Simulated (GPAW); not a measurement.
Set up this calculation in GPAW 26.7.0, as an ASE script.

```
Task                : optical spectrum
Functional          : PBE
Potentials or basis : GPAW PAW data sets (gpaw-data 1.2.1)
Cutoff              : 450 eV
Basis               : pw
k mesh              : 9 × 9 × 9
Occupations         : fermi-dirac, width 0.05 eV
Spin                : no spin polarisation
Eta                 : 0.1 eV
Response ecut       : 50 eV
Scissors            : 0 eV
Kernel              : RPA
Maxiter             : 150
Response k mesh     : 30 × 30 × 30
Domega0             : 0.05 eV
Omega2              : 10 eV
Response bands      : 17
Directions          : ["x"]
Intraband           : yes
```

The structure of W lies in W.xyz:

```xyz
1
Lattice="-1.5609593379 1.5609593379 1.5609593379 1.5609593379 -1.5609593379 1.5609593379 1.5609593379 1.5609593379 -1.5609593379" Properties=species:S:1:pos:R:3 pbc="T T T"
W      0.0000000000      0.0000000000      0.0000000000
```

These files were run (other wordings do the same):

run.py

```python
from ase.dft.bandgap import bandgap
from ase.io import read, write
from gpaw import GPAW, PW
from gpaw.response.df import DielectricFunction

atoms = read('W.xyz')

calc = GPAW(mode=PW(450),
            xc='PBE',
            kpts={'size': (9, 9, 9), 'gamma': True},
            occupations={'name': 'fermi-dirac', 'width': 0.05},
            nbands=16,
            convergence={'density': 1e-06},
            maxiter=150,
            txt='gpaw.txt')
atoms.calc = calc
energy = atoms.get_potential_energy()
calc.write('gs.gpw')
write('result.traj', atoms)
print(f'Energy: {energy:.6f} eV')
print('Fermi level:', round(calc.get_fermi_level(), 4), 'eV')
print(f'Gap: {bandgap(calc)[0]:.4f} eV, direct: {bandgap(calc, direct=True)[0]:.4f} eV')

dense = calc.fixed_density(kpts={'size': (30, 30, 30), 'gamma': True},
                           nbands=23, convergence={'bands': 17, 'eigenstates': 1e-7},
                           update_fermi_level=True, txt='dense.txt')
dense.write('dense.gpw', mode='all')

df = DielectricFunction('dense.gpw', frequencies={'type': 'nonlinear', 'domega0': 0.05, 'omega2': 10},
                        eta=0.1, ecut=50, nbands=17, rate='eta', txt='df.txt')
for direction in ['x']:
    df.get_dielectric_function(xc='RPA', direction=direction, filename=f'df_{direction}.csv')
```

Potentials or basis: GPAW PAW data sets (gpaw-data 1.2.1), pw.

Run with:

```bash
$ OMP_NUM_THREADS=1 python run.py
```

It gave:

* Band gap on the k mesh: none (metal or under the smearing width)

Caveat: the intraband term hangs on this k mesh; the long-wavelength limit can be off by several per cent where d states take part; independent-particle spectra lack excitons.

Wall time 74 s on 1 thread of Intel(R) Xeon(R) Platinum 8488C (Sapphire Rapids) (shared host), peak memory 0.4 GiB.
